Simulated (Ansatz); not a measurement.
## Rb: relaxation of cell and atoms

Level of theory: Ansatz 0.2.0, DFT, PBE, PAW with Ansatz's default frozen-core files, scalar-relativistic.

Command: `ansatz run input.yaml --threads 1 --pin off --max-ram 2048MiB --backend cpu --events-out ev --progress --plain --runs-dir out` The run took 33 s on 1 thread of Arm Neoverse N1, on a shared host.

```yaml
crystal:
  lattice:
    - [3.2195088072, 0.0, 0.0]
    - [0.0, 3.2195088072, 0.0]
    - [0.0, 0.0, 3.2195088072]
  atoms:
    - { symbol: Rb, position: [0.0, 0.0, 0.0] }
kpoints:
  mp_grid: { grid: [10, 10, 10] }
scf:
  occupations: { method: fermi_dirac, width: 0.08 }
hamiltonian:
  xc: pbe
  pseudopotentials: { kind: paw }
output:
  forces: true
  stress: true
  write_density: true
  write_potential: true
  elf: true
  volumetric_format: npy
relax:
  f_tol: 0.005
  max_steps: 80
  cell: {}
```

The cell is built from the sc type as a first guess.

The cutoff is 420 eV; energies and pressures of the walk include the program's estimate of the Pulay term.

Each frame lists the cell vectors (Å), then Cartesian positions (Å); symmetry keeps all forces zero. Free energies count from the first step, -3265.9993 eV.

The walk took 14 evaluations in all; steps that aren't listed are left out.

Step 1: E = 0.0 meV, P = 12.23 GPa

```
cell 3.2195 0.0000 0.0000 0.0000 3.2195 0.0000 0.0000 0.0000 3.2195
Rb    0.0000    0.0000    0.0000
```

Step 2: E = -333.8 meV, P = 8.92 GPa

```
cell 3.3765 0.0000 0.0000 0.0000 3.3765 0.0000 0.0000 0.0000 3.3765
Rb    0.0000    0.0000    0.0000
```

Step 3: E = -602.9 meV, P = 6.56 GPa

```
cell 3.5334 0.0000 0.0000 0.0000 3.5334 0.0000 0.0000 0.0000 3.5334
Rb    0.0000    0.0000    0.0000
```

Step 4: E = -817.4 meV, P = 4.74 GPa

```
cell 3.6904 0.0000 0.0000 0.0000 3.6904 0.0000 0.0000 0.0000 3.6904
Rb    0.0000    0.0000    0.0000
```

Step 5: E = -983.2 meV, P = 3.26 GPa

```
cell 3.8473 0.0000 0.0000 0.0000 3.8473 0.0000 0.0000 0.0000 3.8473
Rb    0.0000    0.0000    0.0000
```

Step 6: E = -1101.8 meV, P = 2.04 GPa

```
cell 4.0043 0.0000 0.0000 0.0000 4.0043 0.0000 0.0000 0.0000 4.0043
Rb    0.0000    0.0000    0.0000
```

Step 7: E = -1177.0 meV, P = 1.08 GPa

```
cell 4.1612 0.0000 0.0000 0.0000 4.1612 0.0000 0.0000 0.0000 4.1612
Rb    0.0000    0.0000    0.0000
```

Step 8:

```
cell 4.3182 0.0000 0.0000 0.0000 4.3182 0.0000 0.0000 0.0000 4.3182
Rb    0.0000    0.0000    0.0000
```

Step 9: E = -1216.7 meV, P = 0.00 GPa

```
cell 4.3881 0.0000 0.0000 0.0000 4.3881 0.0000 0.0000 0.0000 4.3881
Rb    0.0000    0.0000    0.0000
```

Step 10: E = -1246.9 meV, P = 0.46 GPa (the cell of the step before, solved again on a basis chosen afresh, hence the jump)

Step 11: E = -1259.9 meV, P = 0.22 GPa

```
cell 4.4940 0.0000 0.0000 0.0000 4.4940 0.0000 0.0000 0.0000 4.4940
Rb    0.0000    0.0000    0.0000
```

Step 12: E = -1265.1 meV, P = 0.02 GPa

```
cell 4.6138 0.0000 0.0000 0.0000 4.6138 0.0000 0.0000 0.0000 4.6138
Rb    0.0000    0.0000    0.0000
```

Problem. Give the energy, pressure of step 8.

Solution. E = -1213.0 meV, P = 0.31 GPa
```
Rb    0.0000    0.0000    0.0000
```

Problem. How does the relaxation end?

Solution. It converges, with a = 4.625 Å, b = 4.625 Å, c = 4.625 Å, α = 90.00°, β = 90.00°, γ = 90.00° (conventional cell, space group Pm-3m). The last solve (on a basis chosen afresh for the final cell, so its energy is not quite comparable) gives E = -1265.1 meV, P = 0.00 GPa:
```
cell 4.6247 0.0000 0.0000 0.0000 4.6247 0.0000 0.0000 0.0000 4.6247
Rb    0.0000    0.0000    0.0000
```
